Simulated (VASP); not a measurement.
# CdS (F-43m) in VASP: further runs

The runs below take CdS through relaxation of cell and atoms, with PBE.

All numbers are computed with VASP 6.6.1; they aren't measurements. Logs are shortened: lines on timing, memory, paths and dates and some standing lists are left out, and cuts for length are marked.

### Step 1. The structure

It takes space group F-43m (No. 216, cubic). Conventional cell: a = 5.833 Å, b = 5.833 Å, c = 5.833 Å, α = 90.00°, β = 90.00°, γ = 90.00°. Cd (site symmetry -43m) has 4 S at 2.53 Å as nearest neighbours. S (site symmetry -43m) is surrounded by 4 Cd at 2.53 Å.

### Step 2. Relaxation of cell and atoms, PBE, non-collinear spin, zero start, spin-orbit coupling

INCAR reads:

```
PREC = Accurate
ENCUT = 520
EDIFF = 1E-7
ISMEAR = 0
SIGMA = 0.02
LREAL = F
LASPH = T
NELM = 60
ALGO = Normal
ISIF = 3
LWAVE = F
LCHARG = F
LNONCOLLINEAR = T
MAGMOM = 0 0 0 0 0 0
LORBIT = 11
LSORBIT = T
GGA_COMPAT = F
GGA = PE
IBRION = 2
NSW = 80
EDIFFG = -0.002
KPAR = 4
```

KPOINTS reads:

```
Automatic mesh
0
Gamma
  10 10 10
```

POSCAR reads:

```
CdS
1.0
    0.0000000000      2.9165000000      2.9165000000
    2.9165000000      0.0000000000      2.9165000000
    2.9165000000      2.9165000000      0.0000000000
Cd S
1 1
Direct
    0.0000000000      0.0000000000      0.0000000000
    0.2500000000      0.2500000000      0.2500000000
```

Potentials or basis: VASP PAW PBE potentials, release 64 (Cd, S).

Run with:

```sh
$ cat potpaw_PBE.64/Cd/POTCAR potpaw_PBE.64/S/POTCAR > POTCAR
$ mpirun -np 4 vasp_ncl > vasp.out
```

OUTCAR:

```text
PREC = Accurate
   ENCUT = 520
   EDIFF = 1E-7
   ISMEAR = 0
   LREAL = F
   LASPH = T
   NELM = 60
   ISIF = 3
   LNONCOLLINEAR = T
   LORBIT = 11
   LSORBIT = T
   GGA = PE
   IBRION = 2
   NSW = 80
   EDIFFG = -0.002

 ion  position               nearest neighbor table
   1  0.000  0.000  0.000-   2 2.53   2 2.53   2 2.53   2 2.53
   2  0.250  0.250  0.250-   1 2.53   1 2.53   1 2.53   1 2.53

  LATTYP: Found a face centered cubic cell.
 ALAT       =     5.8330000000

  Lattice vectors:

 A1 = (   0.0000000000,   2.9165000000,   2.9165000000)
 A2 = (   2.9165000000,   0.0000000000,   2.9165000000)
 A3 = (   2.9165000000,   2.9165000000,   0.0000000000)

Analysis of symmetry for initial positions (statically):
=====================================================================
 Subroutine PRICEL returns:
 Original cell was already a primitive cell.

 Routine SETGRP: Setting up the symmetry group for a
 face centered cubic supercell.

 Subroutine GETGRP returns: Found 24 space group operations
 (whereof 24 operations were pure point group operations)
 out of a pool of 48 trial point group operations.

The static configuration has the point symmetry T_d .

Analysis of symmetry for dynamics (positions and initial velocities):
=====================================================================
 Subroutine PRICEL returns:
 Original cell was already a primitive cell.

 Routine SETGRP: Setting up the symmetry group for a
 face centered cubic supercell.

 Subroutine GETGRP returns: Found 24 space group operations
 (whereof 24 operations were pure point group operations)
 out of a pool of 48 trial point group operations.

The dynamic configuration has the point symmetry T_d .

Analysis of structural, dynamic, and magnetic symmetry:
=====================================================================
 Subroutine PRICEL returns:
 Original cell was already a primitive cell.

 Routine SETGRP: Setting up the symmetry group for a
 face centered cubic supercell.

 Subroutine GETGRP returns: Found 24 space group operations
 (whereof 24 operations were pure point group operations)
 out of a pool of 48 trial point group operations.

The overall configuration has the point symmetry T_d .

 Subroutine INISYM returns: Found 24 space group operations
 (whereof 24 operations are pure point group operations),
 and found     1 'primitive' translations

----------------------------------------------------------------------------------------

                                     Primitive cell

  volume of cell :      49.6153

  direct lattice vectors                    reciprocal lattice vectors
     0.000000000  2.916500000  2.916500000    -0.171438368  0.171438368  0.171438368
     2.916500000  0.000000000  2.916500000     0.171438368 -0.171438368  0.171438368
     2.916500000  2.916500000  0.000000000     0.171438368  0.171438368 -0.171438368

  length of vectors
     4.124553855  4.124553855  4.124553855     0.296939964  0.296939964  0.296939964

  position of ions in fractional coordinates (direct lattice)
     0.000000000  0.000000000  0.000000000
     0.250000000  0.250000000  0.250000000

  ion indices of the primitive-cell ions
   primitive index   ion index
                 1           1
                 2           2

----------------------------------------------------------------------------------------

 KPOINTS: Automatic mesh

Automatic generation of k-mesh.
 Grid dimensions read from file:
 generate k-points for:   10   10   10

 Generating k-lattice:

  Cartesian coordinates                     Fractional coordinates (reciprocal lattice)
    -0.017143837  0.017143837  0.017143837     0.100000000  0.000000000  0.000000000
     0.017143837 -0.017143837  0.017143837     0.000000000  0.100000000  0.000000000
     0.017143837  0.017143837 -0.017143837     0.000000000  0.000000000  0.100000000

  Length of vectors
     0.029693996  0.029693996  0.029693996

  Shift w.r.t. Gamma in fractional coordinates (k-lattice)
     0.000000000  0.000000000  0.000000000

 Subroutine IBZKPT returns following result:
 ===========================================

 Found     73 irreducible k-points:

 Following reciprocal coordinates:
[... 38 lines left out ...]
   ISPIN  =      1    spin polarized calculation?
   LNONCOLLINEAR =      T non collinear calculations
   LSORBIT =      T    spin-orbit coupling
   LASPH  =      T    aspherical Exc in radial PAW
   ENCUT  =  520.0 eV  38.22 Ry    6.18 a.u.   7.67  7.67  7.67*2*pi/ulx,y,z
   NELM   =     60;   NELMIN=  2; NELMDL= -5     # of ELM steps
   EDIFF  = 0.1E-06   stopping-criterion for ELM
   LREAL  =      F    real-space projection
   EDIFFG = -.2E-02   stopping-criterion for IOM
   NSW    =     80    number of steps for IOM
   IBRION =      2    ionic relax: 0-MD 1-quasi-New 2-CG
   NFREE  =      1    steps in history (QN), initial steepest desc. (CG)
   ISIF   =      3    stress and relaxation
   ISYM   =      2    0-nonsym 1-usesym 2-fastsym
   POTIM  = 0.5000    time-step for ionic-motion
   TEBEG  =    0.0;   TEEND  =   0.0 temperature during run
   PSTRESS=    0.0 pullay stress
   NELECT =      18.0000    total number of electrons
   NUPDOWN=      -1.0000    fix difference up-down
   EMIN   =  10.00;   EMAX   =-10.00  energy-range for DOS
   EFERMI =   0.00;   METHOD = LEGACY
   ISMEAR =     0;   SIGMA  =   0.02  broadening in eV -4-tet -1-fermi 0-gaus
   EFERMI_NEDOS =   21; number of points for ismear=-14 and -15
   IALGO  =     38    algorithm
   IMIX   =      4    mixing-type and parameters
     AMIX     =   0.40;   BMIX     =  1.00
     AMIX_MAG =   1.60;   BMIX_MAG =  1.00
  volume/ion in A,a.u.               =      24.81       167.41
  Fermi-wavevector in a.u.,A,eV,Ry     =   1.167599  2.206442 18.548649  1.363287
  Thomas-Fermi vector in A             =   2.304097
   LORBIT       =     11    0 simple, 1 ext, 2 COOP (PROOUT), +10 PAW based schemes
   GGA     = PE    functional components
   LHFCALC =     F    Hartree Fock is set to
   AEXX    =    0.0000 exact exchange contribution
   IVDW    =     0    specifies the selected vdW correction
   LEPSILON=     F    determine dielectric tensor
   LRPA    =     F    only Hartree local field effects (RPA)
 conjugate gradient relaxation of ions
 Gauss-broadening in eV      SIGMA  =   0.02
  energy-cutoff  :      520.00
  volume of cell :       49.62
 maximum number of plane-waves:      2726
   NGX = 15   NGY = 15   NGZ = 15

--------------------------------------- Ionic step        1  -------------------------------------------

 number of electron      18.0000004 magnetization      -0.0000000     -0.0000000     -0.0000000

 number of electron      18.0000004 magnetization       0.0000000      0.0000000     -0.0000000

 number of electron      18.0000004 magnetization       0.0000000      0.0000000      0.0000000

 number of electron      18.0000004 magnetization       0.0000000     -0.0000000     -0.0000000

 Free energy of the ion-electron system (eV)
  ---------------------------------------------------
  ext. energy  EPLUGINS =         0.00000000
  ---------------------------------------------------
  free energy    TOTEN  =        -6.15100584 eV

  energy without entropy =       -6.15100584  energy(sigma->0) =       -6.15100584

------------------------ aborting loop because EDIFF is reached ----------------------------------------

  FORCE on cell =-STRESS in cart. coord.  units (eV):
  Direction    XX          YY          ZZ          XY          YZ          ZX
  --------------------------------------------------------------------------------------
  -------------------------------------------------------------------------------------
  Total        0.9828817      0.9828817      0.9828817      0.0000000      0.0000000     -0.0000000
  in kB       31.7391942     31.7391942     31.7391942      0.0000000      0.0000000     -0.0000000
  external PRESSURE =      31.7391942 kB  Pullay stress =       0.0000000 kB
[... 69 lines left out ...]
 number of electron      18.0000000 magnetization       0.0000000      0.0000000      0.0000000

 number of electron      18.0000000 magnetization       0.0000000     -0.0000000     -0.0000000

 Free energy of the ion-electron system (eV)
  ---------------------------------------------------
  ext. energy  EPLUGINS =         0.00000000
  ---------------------------------------------------
  free energy    TOTEN  =        -6.17612574 eV

  energy without entropy =       -6.17612574  energy(sigma->0) =       -6.17612574

 E-fermi :   1.0147     XC(G=0):  -8.9074

 val. band max:        0.8971877328   @ k =   0.0000   0.0000   0.0000
 cond. band min:       1.9146993129   @ k =   0.0000   0.0000   0.0000
 fundamental gap:      1.0175115801
 Fermi energy:         1.0146844481

 k-point     1 :       0.0000    0.0000    0.0000
  band No.  band energies     occupation
      1     -11.1836      1.00000
      2     -11.1836      1.00000
      3      -6.9506      1.00000
      4      -6.9506      1.00000
      5      -6.9506      1.00000
      6      -6.9506      1.00000
[... 685 lines left out ...]
     25       8.0085      0.00000
     26       8.0149      0.00000

 [... further k-points ...]

------------------------ aborting loop because EDIFF is reached ----------------------------------------

  FORCE on cell =-STRESS in cart. coord.  units (eV):
  Direction    XX          YY          ZZ          XY          YZ          ZX
  --------------------------------------------------------------------------------------
  -------------------------------------------------------------------------------------
  Total        0.0033670      0.0033670      0.0033670     -0.0000000      0.0000000     -0.0000000
  in kB        0.1031929      0.1031929      0.1031929     -0.0000000      0.0000000     -0.0000000
  external PRESSURE =       0.1031929 kB  Pullay stress =       0.0000000 kB
[... 17 lines left out ...]
  FREE ENERGIE OF THE ION-ELECTRON SYSTEM (eV)
  ---------------------------------------------------
  free  energy   TOTEN  =        -6.1761257428 eV

  energy  without entropy=       -6.1761257428  energy(sigma->0) =       -6.17612574

 reached required accuracy - stopping structural energy minimisation

 Spin-Orbit-Coupling matrix elements

 Ion:    1  E_soc:     -0.0556539
 l=   1
     0.0000000    -0.0023109    -0.0023109
    -0.0023109     0.0000000    -0.0023109
    -0.0023109    -0.0023109     0.0000000
 l=   2
     0.0000000    -0.0014177     0.0000000    -0.0014177    -0.0055471
    -0.0014177     0.0000000    -0.0041603    -0.0014177    -0.0013868
     0.0000000    -0.0041603     0.0000000    -0.0041603     0.0000000
    -0.0014177    -0.0014177    -0.0041603     0.0000000    -0.0013868
    -0.0055471    -0.0013868     0.0000000    -0.0013868     0.0000000
 l=   3
     0.0000000     0.0000000     0.0000000     0.0000000     0.0000000     0.0000000     0.0000000
     0.0000000     0.0000000     0.0000000     0.0000000     0.0000000     0.0000000     0.0000000
     0.0000000     0.0000000     0.0000000     0.0000000     0.0000000     0.0000000     0.0000000
     0.0000000     0.0000000     0.0000000     0.0000000     0.0000000     0.0000000     0.0000000
     0.0000000     0.0000000     0.0000000     0.0000000     0.0000000     0.0000000     0.0000000
     0.0000000     0.0000000     0.0000000     0.0000000     0.0000000     0.0000000     0.0000000
     0.0000000     0.0000000     0.0000000     0.0000000     0.0000000     0.0000000     0.0000000

 Ion:    2  E_soc:     -0.0021437
 l=   1
     0.0000000    -0.0003573    -0.0003573
    -0.0003573     0.0000000    -0.0003573
    -0.0003573    -0.0003573     0.0000000
 l=   2
     0.0000000     0.0000000     0.0000000     0.0000000     0.0000000
     0.0000000     0.0000000     0.0000000     0.0000000     0.0000000
     0.0000000     0.0000000     0.0000000     0.0000000     0.0000000
     0.0000000     0.0000000     0.0000000     0.0000000     0.0000000
     0.0000000     0.0000000     0.0000000     0.0000000     0.0000000
 l=   3
     0.0000000     0.0000000     0.0000000     0.0000000     0.0000000     0.0000000     0.0000000
     0.0000000     0.0000000     0.0000000     0.0000000     0.0000000     0.0000000     0.0000000
     0.0000000     0.0000000     0.0000000     0.0000000     0.0000000     0.0000000     0.0000000
     0.0000000     0.0000000     0.0000000     0.0000000     0.0000000     0.0000000     0.0000000
     0.0000000     0.0000000     0.0000000     0.0000000     0.0000000     0.0000000     0.0000000
     0.0000000     0.0000000     0.0000000     0.0000000     0.0000000     0.0000000     0.0000000
     0.0000000     0.0000000     0.0000000     0.0000000     0.0000000     0.0000000     0.0000000

 total charge

# of ion       s       p       d       tot
------------------------------------------
    1        0.417   0.298   9.564  10.279
    2        1.325   2.380   0.000   3.705
--------------------------------------------------
tot          1.742   2.678   9.564  13.984

 magnetization (x)

# of ion       s       p       d       tot
------------------------------------------
    1        0.000  -0.000   0.000  -0.000
    2       -0.000  -0.000   0.000  -0.000
--------------------------------------------------
tot          0.000  -0.000   0.000  -0.000

 magnetization (y)

# of ion       s       p       d       tot
------------------------------------------
    1        0.000   0.000   0.000   0.000
    2        0.000   0.000   0.000   0.000
--------------------------------------------------
tot          0.000   0.000   0.000   0.000

 magnetization (z)

# of ion       s       p       d       tot
------------------------------------------
    1       -0.000   0.000  -0.000  -0.000
    2        0.000  -0.000   0.000  -0.000
--------------------------------------------------
tot          0.000  -0.000  -0.000  -0.000
```

Run time: 66 s. Hardware: 4 MPI ranks of Intel Xeon 6975P-C (Granite Rapids), shared host; peak memory 0.4 GiB.

Results:

| Item | Value |
| --- | --- |
| Free energy | -6.1761 eV |
| Relaxed volume | 26.14 Å³/atom |
| Relaxed cell | a = 4.197 Å, b = 4.197 Å, c = 4.197 Å, α = 60.00°, β = 60.00°, γ = 60.00° |
| Space group after relaxing (to 0.05 Å) | F-43m (No. 216) |
| Energy gained by relaxing | 12.6 meV/atom |
| Ionic steps | 3 |
| Pressure after relaxing | 0.0 GPa |
| Net moment | 0.00 μB per cell |
| Valence electrons inside the program's atomic spheres | Cd 10.28; S 3.71 |

The path:
```
step  energy change (eV)  largest force (eV/Å)  pressure (GPa)  volume (Å³)
   1              0.0000                0.0000            3.17        49.62
   2             -0.0223                0.0000           -0.93        53.23
   3             -0.0251                0.0000            0.01        52.28
```

Final structure:
```cif
data_structure
_symmetry_space_group_name_H-M 'P 1'
_symmetry_Int_Tables_number 1
_cell_length_a 4.1970
_cell_length_b 4.1970
_cell_length_c 4.1970
_cell_angle_alpha 60.000
_cell_angle_beta 60.000
_cell_angle_gamma 60.000
_cell_volume 52.28
loop_
_atom_site_label
_atom_site_type_symbol
_atom_site_fract_x
_atom_site_fract_y
_atom_site_fract_z
_atom_site_occupancy
Cd1 Cd 0.00000 0.00000 0.00000 1
S1 S 0.25000 0.25000 0.25000 1
```

Moments on the atoms (μB; x, y, z):
```
Cd  0.00 0.00 0.00
S   0.00 0.00 0.00
```

PBE usually gives volumes a little too large and moduli too small. Zero-point motion and thermal expansion aren't in these numbers.

### Step 3. Relaxation of cell and atoms, PBE, non-collinear spin, zero start, spin-orbit coupling

This run uses another cell than the first one, of 26.14 Å³/atom, 1.054 times its volume.

INCAR is that of step 2.

KPOINTS is that of step 2.

POSCAR reads:

```
CdS                                     
1.0
   -0.0000000000      2.9677183597      2.9677183597
    2.9677183597     -0.0000000000      2.9677183597
    2.9677183597      2.9677183597     -0.0000000000
  Cd              S             
     1     1
Direct
     0.0000000000000000    0.0000000000000000    0.0000000000000000
     0.2500000000000000    0.2500000000000000    0.2500000000000000
```

Potentials or basis: VASP PAW PBE potentials, release 64 (Cd, S).

Run with:

```sh
$ cat potpaw_PBE.64/Cd/POTCAR potpaw_PBE.64/S/POTCAR > POTCAR
$ mpirun -np 4 vasp_ncl > vasp.out
```

It took 43 s on 4 MPI ranks of Intel Xeon 6975P-C (Granite Rapids), shared host; peak memory 0.4 GiB.

It converged, with:

```
Free energy                                           : -6.1765 eV
Relaxed volume                                        : 26.15 Å³/atom
Relaxed cell                                          : a = 4.198 Å, b = 4.198 Å, c = 4.198 Å, α = 60.00°, β = 60.00°, γ = 60.00°
Space group after relaxing (to 0.05 Å)                : F-43m (No. 216)
Energy gained by relaxing                             : 0.0 meV/atom
Ionic steps                                           : 2
Pressure after relaxing                               : 0.0 GPa
Net moment                                            : 0.00 μB per cell
Valence electrons inside the program's atomic spheres : Cd 10.28; S 3.71
```

Final structure:
```yaml
crystal:
  lattice:
    - [0.00000, 2.96815, 2.96815]
    - [2.96815, 0.00000, 2.96815]
    - [2.96815, 2.96815, 0.00000]
  atoms:
    - { symbol: Cd, position: [0.00000, 0.00000, 0.00000] }
    - { symbol: S, position: [0.25000, 0.25000, 0.25000] }
```

Moments on the atoms (μB; x, y, z):
```
Cd  0.00 0.00 0.00
S   0.00 0.00 0.00
```
